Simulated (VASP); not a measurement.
# NaCl: convergence, band structure

NaCl, Pm-3m (no. 221), 2 atoms in the cell. PBE; PAW potentials Cl, Na_pv (PBE set). VASP 6.6.1.

Wanted: band energies at the path's corners within 0.1 eV; smallest gap over path and mesh within 0.05 eV.

What the run is for: bands; Accuracy asked: screening; Route: fixed density (ICHARG 11).

Band energies at the path's corners: counted from the valence top.

POSCAR:
```
NaCl
1.0
    3.5021900000      0.0000000000      0.0000000000
    0.0000000000      3.5021900000      0.0000000000
    0.0000000000      0.0000000000      3.5021900000
Cl Na
1 1
Direct
    0.5000000000      0.5000000000      0.5000000000
    0.0000000000      0.0000000000      0.0000000000
```

The series start from Plane-wave cutoff (eV): 300; k-point mesh: 5 × 5 × 5; k points a path segment: 12; Electronic threshold (eV): 1e-6; Precision mode (PREC): Accurate; Bands in all (NBANDS): 19; Aspherical gradient terms in the spheres (LASPH): yes. Each series keeps the choices made before it, and each single choice may use up half of a tolerance. Times cover all steps of a run.

## Plane-wave cutoff (eV)

| Plane-wave cutoff (eV) | Band energies at the path's corners, largest deviation (eV) | Smallest gap over path and mesh (eV) | Time (s) |
|---|---|---|---|
| 210 | 0.05 | 3.930 | 8.7 |
| 260 | 0.02 | 3.963 | 9.2 |
| 300 | 0.01 | 3.970 | 11 |
| 340 | 0.01 | 3.972 | 11 |
| 420 | 0.00 | 3.973 | 13 |
| 520 (reference) | 0.00 | 3.977 | 28 |

Chosen: 260, the loosest value from which every tighter one stays within half of the tolerance.

## k-point mesh

| k-point mesh | Band energies at the path's corners, largest deviation (eV) | Smallest gap over path and mesh (eV) | Time (s) |
|---|---|---|---|
| 2 × 2 × 2 | 0.23 | 3.780 | 8.2 |
| 3 × 3 × 3 | 0.03 | 3.938 | 8.2 |
| 4 × 4 × 4 | 0.01 | 3.957 | 8.7 |
| 5 × 5 × 5 | 0.00 | 3.963 | 9.2 |
| 6 × 6 × 6 | 0.00 | 3.964 | 10 |
| 8 × 8 × 8 (reference) | 0.00 | 3.964 | 12 |

Chosen: 4 × 4 × 4.

## Electronic threshold (eV)

| Electronic threshold (eV) | Band energies at the path's corners, largest deviation (eV) | Smallest gap over path and mesh (eV) | Time (s) |
|---|---|---|---|
| 0.001 | 0.00 | 3.950 | 4.7 |
| 0.0001 | 0.00 | 3.956 | 4.9 |
| 1e-5 | 0.00 | 3.957 | 5.3 |
| 1e-6 | 0.00 | 3.957 | 5.7 |
| 1e-7 (reference) | 0.00 | 3.958 | 6.4 |

Chosen: 0.001.

## Precision mode (PREC)

| Precision mode (PREC) | Band energies at the path's corners, largest deviation (eV) | Smallest gap over path and mesh (eV) | Time (s) |
|---|---|---|---|
| SingleN | 0.04 | 3.995 | 2.8 |
| Normal | 0.01 | 3.956 | 3.0 |
| Accurate (reference) | 0.00 | 3.950 | 4.7 |

Chosen: Normal.

## Bands in all (NBANDS)

| Bands in all (NBANDS) | Band energies at the path's corners, largest deviation (eV) | Smallest gap over path and mesh (eV) | Time (s) |
|---|---|---|---|
| 9 | 0.01 | 3.958 | 2.2 |
| 10 | 0.01 | 3.962 | 2.2 |
| 11 | 0.01 | 3.962 | 2.3 |
| 13 | 0.01 | 3.963 | 2.5 |
| 19 | 0.00 | 3.956 | 3.0 |
| 29 (reference) | 0.00 | 3.960 | 3.8 |

Chosen: 9.

## Aspherical gradient terms in the spheres (LASPH)

| Aspherical gradient terms in the spheres (LASPH) | Band energies at the path's corners, largest deviation (eV) | Smallest gap over path and mesh (eV) | Time (s) |
|---|---|---|---|
| yes | 0.00 | 3.958 | 2.2 |
| no | 0.00 | 3.958 | 1.8 |

Chosen: yes; no other choice that stays within half of the tolerance saves 30 % of the time.

Also changed on the way, by series that aren't shown: k points a path segment: 5.

## All choices together

| Input | Band energies at the path's corners, largest deviation (eV) | Smallest gap over path and mesh (eV) | Time (s) |
|---|---|---|---|
| the program's defaults (naive) | 0.01 | 3.964 | 4.0 |
| chosen settings | 0.02 | 3.958 | 2.2 |
| reference settings throughout | 0.00 | 3.978 | 114 |

The tolerance is met.

## The input

INCAR.step1:
```
GGA = PE
ISMEAR = 0
SIGMA = 0.03
LWAVE = F
LCHARG = T
NBANDS = 9
PREC = Normal
LASPH = T
LREAL = F
ALGO = Normal
EDIFF = 0.001
NELM = 120
GGA_COMPAT = F
ENCUT = 260
EFERMI = MIDGAP
```

INCAR.step2, as INCAR.step1 but for:
```
- LCHARG = T
+ LCHARG = F
+ ICHARG = 11
```

KPOINTS.step1:
```
Automatic mesh
0
Gamma
  4 4 4
  0 0 0
```

KPOINTS.step2:
```
path GXMGRX,MR
5
line-mode
reciprocal
 0.0000000000  0.0000000000  0.0000000000  G
 0.0000000000  0.5000000000  0.0000000000  X

 0.0000000000  0.5000000000  0.0000000000  X
 0.5000000000  0.5000000000  0.0000000000  M

 0.5000000000  0.5000000000  0.0000000000  M
 0.0000000000  0.0000000000  0.0000000000  G

 0.0000000000  0.0000000000  0.0000000000  G
 0.5000000000  0.5000000000  0.5000000000  R

 0.5000000000  0.5000000000  0.5000000000  R
 0.0000000000  0.5000000000  0.0000000000  X

 0.5000000000  0.5000000000  0.0000000000  M
 0.5000000000  0.5000000000  0.5000000000  R
```

Commands (each step's output is kept before the next begins):
```
cat potpaw_PBE.64/Cl/POTCAR potpaw_PBE.64/Na_pv/POTCAR > POTCAR
cp INCAR.step1 INCAR
cp KPOINTS.step1 KPOINTS
mpirun -np 1 vasp_std > vasp.out
cp INCAR.step2 INCAR
cp KPOINTS.step2 KPOINTS
mpirun -np 1 vasp_std > vasp.out
```

The naive input happens to agree within the tolerance here, in 4.0 s.

Limits: PBE gaps are mostly well below measured ones.

The chosen input took VASP 6.6.1 2.2 s on 1 core (Intel Xeon Platinum 8259CL @ 2.50GHz (Skylake/Cascade Lake)), a shared host.

## An input that fails: mixing far too strong

VASP's message: ERROR FEXCP: supplied Exchange-correletion table is too small, maximal index : 4244.

Changes against the starting input:
```
- NELM = 120
+ NELM = 81
+ IMIX = 1
+ AMIX = 2.0
+ BMIX = 0.0001
```
